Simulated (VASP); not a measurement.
# TaC (Fm-3m) in VASP: a series of runs

Runs on TaC. Level: PBE. Tasks: relaxation of cell and atoms, vibrations by finite differences.

All numbers are computed with VASP 6.6.1; they aren't measurements. Logs are shortened: lines on timing, memory, paths and dates and some standing lists are left out, and cuts for length are marked.

### 1 Starting point

The structure is cubic, space group Fm-3m (No. 225). Conventional cell: a = 4.446 Å, b = 4.446 Å, c = 4.446 Å, α = 90.00°, β = 90.00°, γ = 90.00°. Ta (site symmetry m-3m) is surrounded by 6 C at 2.22 Å. C (site symmetry m-3m) has 6 Ta at 2.22 Å as nearest neighbours.

### 2 Relaxation of cell and atoms, PBE

INCAR

```
SYSTEM = TaC
ALGO     = Fast           ! electronic algorithm
EDIFF    = 1E-7           ! SCF threshold, eV
EDIFFG   = -0.15          ! ionic threshold
ENCUT    = 520            ! plane-wave cutoff, eV
GGA      = PE             ! functional
IBRION   = 2              ! ionic algorithm
ISIF     = 3              ! what is computed and relaxed
ISMEAR   = 0              ! smearing method
LASPH    = .True.         ! aspherical terms in the spheres
LCHARG   = .False.        ! write CHGCAR
LREAL    = .False.        ! projectors in reciprocal space
LWAVE    = .False.        ! write WAVECAR
NELM     = 100            ! most SCF steps
NSW      = 80             ! ionic steps
PREC     = Accurate       ! precision mode
SIGMA    = 0.1            ! smearing width, eV
```

KPOINTS

```
k-points
0
Gamma
  16 16 16
  0 0 0
```

POSCAR

```
TaC
1.0
    0.0000000000      2.2230000000      2.2230000000
    2.2230000000      0.0000000000      2.2230000000
    2.2230000000      2.2230000000      0.0000000000
Ta C
1 1
Direct
    0.0000000000      0.0000000000      0.0000000000
    0.5000000000      0.5000000000      0.5000000000
```

Potentials or basis: VASP PAW PBE potentials, release 64 (Ta_pv, C).

Run with:

```bash
> cat potpaw_PBE.64/Ta_pv/POTCAR potpaw_PBE.64/C/POTCAR > POTCAR
> mpirun -np 1 vasp_std > vasp.out
```

OUTCAR:

```text
SYSTEM = TaC
   EDIFF = 1E-7
   EDIFFG = -0.15
   ENCUT = 520
   GGA = PE
   IBRION = 2
   ISIF = 3
   ISMEAR = 0
   LASPH = .True.
   LREAL = .False.
   NELM = 100
   NSW = 80
   PREC = Accurate

 ion  position               nearest neighbor table
   1  0.000  0.000  0.000-   2 2.22   2 2.22   2 2.22   2 2.22   2 2.22   2 2.22
   2  0.500  0.500  0.500-   1 2.22   1 2.22   1 2.22   1 2.22   1 2.22   1 2.22

  LATTYP: Found a face centered cubic cell.
 ALAT       =     4.4460000000

  Lattice vectors:

 A1 = (   0.0000000000,   2.2230000000,   2.2230000000)
 A2 = (   2.2230000000,   0.0000000000,   2.2230000000)
 A3 = (   2.2230000000,   2.2230000000,   0.0000000000)

Analysis of symmetry for initial positions (statically):
=====================================================================
 Subroutine PRICEL returns:
 Original cell was already a primitive cell.

 Routine SETGRP: Setting up the symmetry group for a
 face centered cubic supercell.

 Subroutine GETGRP returns: Found 48 space group operations
 (whereof 48 operations were pure point group operations)
 out of a pool of 48 trial point group operations.

The static configuration has the point symmetry O_h .

Analysis of symmetry for dynamics (positions and initial velocities):
=====================================================================
 Subroutine PRICEL returns:
 Original cell was already a primitive cell.

 Routine SETGRP: Setting up the symmetry group for a
 face centered cubic supercell.

 Subroutine GETGRP returns: Found 48 space group operations
 (whereof 48 operations were pure point group operations)
 out of a pool of 48 trial point group operations.

The dynamic configuration has the point symmetry O_h .

 Subroutine INISYM returns: Found 48 space group operations
 (whereof 48 operations are pure point group operations),
 and found     1 'primitive' translations

----------------------------------------------------------------------------------------

                                     Primitive cell

  volume of cell :      21.9709

  direct lattice vectors                    reciprocal lattice vectors
     0.000000000  2.223000000  2.223000000    -0.224921278  0.224921278  0.224921278
     2.223000000  0.000000000  2.223000000     0.224921278 -0.224921278  0.224921278
     2.223000000  2.223000000  0.000000000     0.224921278  0.224921278 -0.224921278

  length of vectors
     3.143796749  3.143796749  3.143796749     0.389575080  0.389575080  0.389575080

  position of ions in fractional coordinates (direct lattice)
     0.000000000  0.000000000  0.000000000
     0.500000000  0.500000000  0.500000000

  ion indices of the primitive-cell ions
   primitive index   ion index
                 1           1
                 2           2

----------------------------------------------------------------------------------------

 KPOINTS: k-points

Automatic generation of k-mesh.
 Grid dimensions read from file:
 generate k-points for:   16   16   16

 Generating k-lattice:

  Cartesian coordinates                     Fractional coordinates (reciprocal lattice)
    -0.014057580  0.014057580  0.014057580     0.062500000  0.000000000  0.000000000
     0.014057580 -0.014057580  0.014057580     0.000000000  0.062500000  0.000000000
     0.014057580  0.014057580 -0.014057580     0.000000000  0.000000000  0.062500000

  Length of vectors
     0.024348443  0.024348443  0.024348443

  Shift w.r.t. Gamma in fractional coordinates (k-lattice)
     0.000000000  0.000000000  0.000000000

 Subroutine IBZKPT returns following result:
 ===========================================

 Found    145 irreducible k-points:

 Following reciprocal coordinates:
            Coordinates               Weight
  0.000000  0.000000  0.000000      1.000000
  0.062500  0.000000  0.000000      8.000000
  0.125000  0.000000  0.000000      8.000000
  0.187500  0.000000  0.000000      8.000000
  0.250000  0.000000  0.000000      8.000000
  0.312500  0.000000  0.000000      8.000000
[... 16 lines left out ...]
 -0.125000  0.062500  0.000000     24.000000
 -0.062500  0.062500  0.000000     12.000000
 [... further k-points ...]
   k-points           NKPTS =    145   k-points in BZ     NKDIM =    145   number of bands    NBANDS=     11
   number of dos      NEDOS =    301   number of ions     NIONS =      2
   total plane-waves  NPLWV =  13824
   dimension x,y,z NGX =    24 NGY =   24 NGZ =   24
   dimension x,y,z NGXF=    48 NGYF=   48 NGZF=   48
   ions per type =               1   1
   NGX,Y,Z   is equivalent  to a cutoff of  12.69, 12.69, 12.69 a.u.
   NGXF,Y,Z  is equivalent  to a cutoff of  25.38, 25.38, 25.38 a.u.
 SYSTEM =  TaC
   PREC   = accura    normal or accurate (medium, high low for compatibility)
   ISTART =      0    job   : 0-new  1-cont  2-samecut
   ICHARG =      2    charge: 1-file 2-atom 10-const
   ISPIN  =      1    spin polarized calculation?
   LNONCOLLINEAR =      F non collinear calculations
   LSORBIT =      F    spin-orbit coupling
   LASPH  =      T    aspherical Exc in radial PAW
   ENCUT  =  520.0 eV  38.22 Ry    6.18 a.u.   5.85  5.85  5.85*2*pi/ulx,y,z
   NELM   =    100;   NELMIN=  2; NELMDL= -5     # of ELM steps
   EDIFF  = 0.1E-06   stopping-criterion for ELM
   LREAL  =      F    real-space projection
   EDIFFG = -.1E+00   stopping-criterion for IOM
   NSW    =     80    number of steps for IOM
   IBRION =      2    ionic relax: 0-MD 1-quasi-New 2-CG
   NFREE  =      1    steps in history (QN), initial steepest desc. (CG)
   ISIF   =      3    stress and relaxation
   ISYM   =      2    0-nonsym 1-usesym 2-fastsym
   POTIM  = 0.5000    time-step for ionic-motion
   TEBEG  =    0.0;   TEEND  =   0.0 temperature during run
   PSTRESS=    0.0 pullay stress
   NELECT =      15.0000    total number of electrons
   NUPDOWN=      -1.0000    fix difference up-down
   EMIN   =  10.00;   EMAX   =-10.00  energy-range for DOS
   EFERMI =   0.00;   METHOD = LEGACY
   ISMEAR =     0;   SIGMA  =   0.10  broadening in eV -4-tet -1-fermi 0-gaus
   EFERMI_NEDOS =   21; number of points for ismear=-14 and -15
   IALGO  =     68    algorithm
   IMIX   =      4    mixing-type and parameters
     AMIX     =   0.40;   BMIX     =  1.00
     AMIX_MAG =   1.60;   BMIX_MAG =  1.00
  volume/ion in A,a.u.               =      10.99        74.13
  Fermi-wavevector in a.u.,A,eV,Ry     =   1.441526  2.724089 28.272865  2.077997
  Thomas-Fermi vector in A             =   2.560148
   LORBIT       =      0    0 simple, 1 ext, 2 COOP (PROOUT), +10 PAW based schemes
   GGA     = PE    functional components
   LHFCALC =     F    Hartree Fock is set to
   AEXX    =    0.0000 exact exchange contribution
   IVDW    =     0    specifies the selected vdW correction
   LEPSILON=     F    determine dielectric tensor
   LRPA    =     F    only Hartree local field effects (RPA)
 conjugate gradient relaxation of ions
 non-spin polarized calculation
 RMM-DIIS sequential band-by-band and
 Gauss-broadening in eV      SIGMA  =   0.10
  energy-cutoff  :      520.00
  volume of cell :       21.97
 maximum number of plane-waves:       609
   NGX = 11   NGY = 11   NGZ = 11

--------------------------------------- Ionic step        1  -------------------------------------------

 number of electron      15.0000001 magnetization

 Free energy of the ion-electron system (eV)
  ---------------------------------------------------
  ext. energy  EPLUGINS =         0.00000000
  ---------------------------------------------------
  free energy    TOTEN  =       -22.19621374 eV

  energy without entropy =      -22.19460055  energy(sigma->0) =      -22.19540715

------------------------ aborting loop because EDIFF is reached ----------------------------------------

  FORCE on cell =-STRESS in cart. coord.  units (eV):
  Direction    XX          YY          ZZ          XY          YZ          ZX
  --------------------------------------------------------------------------------------
  -------------------------------------------------------------------------------------
  Total        1.0191097      1.0191097      1.0191097      0.0000000      0.0000000      0.0000000
  in kB       74.3161397     74.3161397     74.3161397      0.0000000      0.0000000      0.0000000
  external PRESSURE =      74.3161397 kB  Pullay stress =       0.0000000 kB

 VOLUME and BASIS-vectors are now :
 -----------------------------------------------------------------------------
  energy-cutoff  :      520.00
  volume of cell :       21.97
      direct lattice vectors                 reciprocal lattice vectors
     0.000000000  2.223000000  2.223000000    -0.224921278  0.224921278  0.224921278
     2.223000000  0.000000000  2.223000000     0.224921278 -0.224921278  0.224921278
     2.223000000  2.223000000  0.000000000     0.224921278  0.224921278 -0.224921278
[... 37 lines left out ...]
 POSITION                                       TOTAL-FORCE (eV/Angst)
 -----------------------------------------------------------------------------------
     -0.00000      2.27765      2.27765         0.000000     -0.000000      0.000000
      2.27765      2.27765      2.27765         0.000000      0.000000     -0.000000
 -----------------------------------------------------------------------------------
    total drift:                               -0.000000     -0.000000     -0.000000

  FREE ENERGIE OF THE ION-ELECTRON SYSTEM (eV)
  ---------------------------------------------------
  free  energy   TOTEN  =       -22.1500393883 eV

  energy  without entropy=      -22.1482677860  energy(sigma->0) =      -22.14915359

--------------------------------------- Ionic step        3  -------------------------------------------

 number of electron      14.9999998 magnetization

 Free energy of the ion-electron system (eV)
  ---------------------------------------------------
  ext. energy  EPLUGINS =         0.00000000
  ---------------------------------------------------
  free energy    TOTEN  =       -22.20719623 eV

  energy without entropy =      -22.20553925  energy(sigma->0) =      -22.20636774

 E-fermi :   8.2142     XC(G=0): -13.1189

 val. band max:        8.1882753894   @ k =   0.4375   0.1875   0.0625
 cond. band min:       8.2345287198   @ k =   0.1250   0.0625   0.0000
 fundamental gap:      0.0462533304
 Fermi energy:         8.2142300596

 k-point     1 :       0.0000    0.0000    0.0000
  band No.  band energies     occupation
      1     -26.8853      2.00000
      2     -26.8853      2.00000
      3     -26.8853      2.00000
      4      -6.4717      2.00000
      5       6.9289      2.00000
      6       6.9289      2.00000
      7       6.9289      2.00000
      8       7.7648      2.00000
      9       7.7648      2.00000
     10       7.7648      2.00000
     11       8.8692      0.00000

 k-point     2 :       0.0625    0.0000    0.0000
  band No.  band energies     occupation
      1     -26.9124      2.00000
      2     -26.8881      2.00000
      3     -26.8881      2.00000
      4      -6.3636      2.00000
      5       6.3321      2.00000
      6       6.6711      2.00000
      7       6.6711      2.00000
      8       7.4093      2.00000
      9       7.4093      2.00000
     10       8.1241      1.79758
     11       9.6977      0.00000
[... 295 lines left out ...]
 k-point    24 :      -0.0625    0.0625    0.0000
  band No.  band energies     occupation
      1     -26.9498      2.00000
      2     -26.9036      2.00000
      3     -26.8875      2.00000
      4      -6.1874      2.00000
      5       5.8153      2.00000
      6       6.0124      2.00000
      7       6.1349      2.00000
      8       7.0944      2.00000
      9       7.9767      1.99922
     10       8.5538      0.00000
     11       9.8228      0.00000

 [... further k-points ...]
[... 5 lines left out ...]
  --------------------------------------------------------------------------------------
  -------------------------------------------------------------------------------------
  Total       -0.0159073     -0.0159073     -0.0159073     -0.0000000      0.0000000      0.0000000
  in kB       -1.1345294     -1.1345294     -1.1345294     -0.0000000      0.0000000      0.0000000
  external PRESSURE =      -1.1345294 kB  Pullay stress =       0.0000000 kB

 VOLUME and BASIS-vectors are now :
 -----------------------------------------------------------------------------
  energy-cutoff  :      520.00
  volume of cell :       22.46
      direct lattice vectors                 reciprocal lattice vectors
    -0.000000000  2.239515834  2.239515834    -0.223262543  0.223262543  0.223262543
     2.239515834  0.000000000  2.239515834     0.223262543 -0.223262543  0.223262543
     2.239515834  2.239515834  0.000000000     0.223262543  0.223262543 -0.223262543

 POSITION                                       TOTAL-FORCE (eV/Angst)
 -----------------------------------------------------------------------------------
      0.00000      0.00000      0.00000        -0.000000     -0.000000      0.000000
      2.23952      2.23952      2.23952         0.000000      0.000000     -0.000000
 -----------------------------------------------------------------------------------
    total drift:                                0.000000     -0.000000     -0.000000

  FREE ENERGIE OF THE ION-ELECTRON SYSTEM (eV)
  ---------------------------------------------------
  free  energy   TOTEN  =       -22.2071962264 eV

  energy  without entropy=      -22.2055392453  energy(sigma->0) =      -22.20636774

 reached required accuracy - stopping structural energy minimisation
```

Run time: 40 s. Hardware: 1 thread of Intel Xeon Platinum 8488C (Sapphire Rapids), shared host; peak memory 0.18 GiB.

What came out:

| Property | Result |
| --- | --- |
| Free energy | -22.2072 eV |
| Relaxed volume | 11.23 Å³/atom |
| Relaxed cell | a = 3.167 Å, b = 3.167 Å, c = 3.167 Å, α = 60.00°, β = 60.00°, γ = 60.00° |
| Space group after relaxing (to 0.05 Å) | Fm-3m (No. 225) |
| Energy gained by relaxing | 5.5 meV/atom |
| Ionic steps | 3 |
| Pressure after relaxing | -0.1 GPa |
| Band gap on the k mesh | none (metal or under the smearing width) |

The path:
| step | energy change (eV) | largest force (eV/Å) | pressure (GPa) | volume (Å³) |
| --- | --- | --- | --- | --- |
| 1 | 0.0000 | 0.0000 | 7.43 | 21.97 |
| 2 | 0.0462 | 0.0000 | -14.89 | 23.63 |
| 3 | -0.0110 | 0.0000 | -0.11 | 22.46 |

Final structure:
```
Ta C
1.0
     0.00000    2.23952    2.23952
     2.23952    0.00000    2.23952
     2.23952    2.23952    0.00000
Ta C
1 1
Direct
  0.00000 0.00000 0.00000
  0.50000 0.50000 0.50000
```

Caveat: the relaxation stopped at a loose force limit of 0.15 eV/Å, so its end isn't a converged minimum. The run has no spin-orbit coupling, so splittings on Ta are missing.

### 3 Relaxation of cell and atoms, PBE

This run uses another cell than the first one, of 11.23 Å³/atom, 1.022 times its volume.

INCAR is that of step 2.

KPOINTS is that of step 2.

POSCAR

```
TaC                                     
1.0
   -0.0000000000      2.2395158342      2.2395158342
    2.2395158342      0.0000000000      2.2395158342
    2.2395158342      2.2395158342      0.0000000000
  Ta              C             
     1     1
Direct
     0.0000000000000000    0.0000000000000000    0.0000000000000000
     0.5000000000000000    0.5000000000000000    0.5000000000000000
```

Potentials or basis: VASP PAW PBE potentials, release 64 (Ta_pv, C).

Run with:

```bash
> cat potpaw_PBE.64/Ta_pv/POTCAR potpaw_PBE.64/C/POTCAR > POTCAR
> mpirun -np 1 vasp_std > vasp.out
```

Wall time 18 s (1 thread of Intel Xeon Platinum 8488C (Sapphire Rapids), shared host); peak memory 0.16 GiB.

The run converged. Its results:

```
Free energy             : -22.2074 eV
Pressure after relaxing : -0.1 GPa
Band gap on the k mesh  : none (metal or under the smearing width)
```

Final structure:
```yaml
crystal:
  lattice:
    - [0.00000, 2.23952, 2.23952]
    - [2.23952, 0.00000, 2.23952]
    - [2.23952, 2.23952, 0.00000]
  atoms:
    - { symbol: Ta, position: [0.00000, 0.00000, 0.00000] }
    - { symbol: C, position: [0.50000, 0.50000, 0.50000] }
```

Levels at points of the mesh, in eV from the Fermi level:
| k point | band 6 | band 7 | band 8 | band 9 | band 10 | band 11 |
| --- | --- | --- | --- | --- | --- | --- |
| (0.00, 0.00, 0.00) | -1.29 | -1.29 | -0.45 | -0.45 | -0.45 | 0.65 |
| (0.50, 0.00, 0.00) | -5.38 | -5.38 | 2.68 | 2.68 | 3.64 | 5.37 |
| (0.50, 0.50, 0.00) | -4.44 | -1.75 | -1.75 | 2.57 | 4.01 | 4.02 |

Caveat: the relaxation stopped at its first step, so nothing moved; the relaxation stopped at a loose force limit of 0.15 eV/Å, so its end isn't a converged minimum.

[end of part 1 of 2]
